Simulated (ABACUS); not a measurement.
Write the native input for ABACUS 3.10.1 that does the following.

| Property | Result |
| --- | --- |
| Task | band structure |
| Functional | rPW86PBE |
| Potentials or basis | PseudoDojo NC SR 0.5 PBE stringent |
| Cutoff | 925 eV |
| Density cutoff | 3701 eV |
| Basis | plane waves |
| Occupations | fermi-dirac, width 0.05 eV |
| Spin | no spin polarisation |
| Radial cutoff of the potentials (pseudo_rcut) | 10 bohr |
| Threshold of the eigensolver | 1e-07 Ry |
| Density | read from an earlier self-consistent run |
| Path | G-X-W-K-G-L-U-W-L-K, U-X |
| Points for each segment of the path | 10 |
| SCF threshold on the density | 1e-08 |
| Max SCF steps | 100 |
| Eigensolver | dav |
| Mixing | broyden |
| Mixing share | 0.7 |
| Symmetry key | -1 |

Crystal: Ir.

```xyz
1
Lattice="0.0000 1.9156 1.9156 1.9156 0.0000 1.9156 1.9156 1.9156 0.0000" Properties=species:S:1:pos:R:3 pbc="T T T"
Ir    0.0000    0.0000    0.0000
```

One way to write it, as run:

INPUT

```
INPUT_PARAMETERS
suffix              Ir
calculation         nscf
basis_type          pw
pseudo_dir          ./
symmetry            -1
dft_functional      GGA_X_RPW86+GGA_C_PBE
ecutwfc             68.0
pseudo_rcut         10
nspin               1
nbands              19
ks_solver           dav
smearing_method     fd
smearing_sigma      0.00367493
scf_thr             1e-08
scf_nmax            100
mixing_type         broyden
mixing_beta         0.7
init_chg            file
pw_diag_thr         1e-07
out_band            1
kpar                4
```

STRU

```
ATOMIC_SPECIES
Ir 192.2170 Ir.upf

LATTICE_CONSTANT
1.8897261246

LATTICE_VECTORS
0.0000000000 1.9156000000 1.9156000000
1.9156000000 0.0000000000 1.9156000000
1.9156000000 1.9156000000 0.0000000000

ATOMIC_POSITIONS
Direct

Ir
0.0
1
0.0000000000 0.0000000000 0.0000000000 1 1 1
```

KPT

```
K_POINTS
12
Line
0.00000000 0.00000000 0.00000000 10 // G
0.50000000 0.00000000 0.50000000 10 // X
0.50000000 0.25000000 0.75000000 10 // W
0.37500000 0.37500000 0.75000000 10 // K
0.00000000 0.00000000 0.00000000 10 // G
0.50000000 0.50000000 0.50000000 10 // L
0.62500000 0.25000000 0.62500000 10 // U
0.50000000 0.25000000 0.75000000 10 // W
0.50000000 0.50000000 0.50000000 10 // L
0.37500000 0.37500000 0.75000000 1 // K
0.62500000 0.25000000 0.62500000 10 // U
0.50000000 0.00000000 0.50000000 1 // X
```

Potentials or basis: PseudoDojo NC SR 0.5 PBE stringent, plane waves.

Run with:

```sh
$ OMP_NUM_THREADS=1 mpirun -np 4 abacus > log
```

It took 3.1 s on 4 MPI ranks on Intel(R) Xeon(R) Platinum 8488C (Sapphire Rapids) (shared host), peak memory 0.36 GiB a rank.
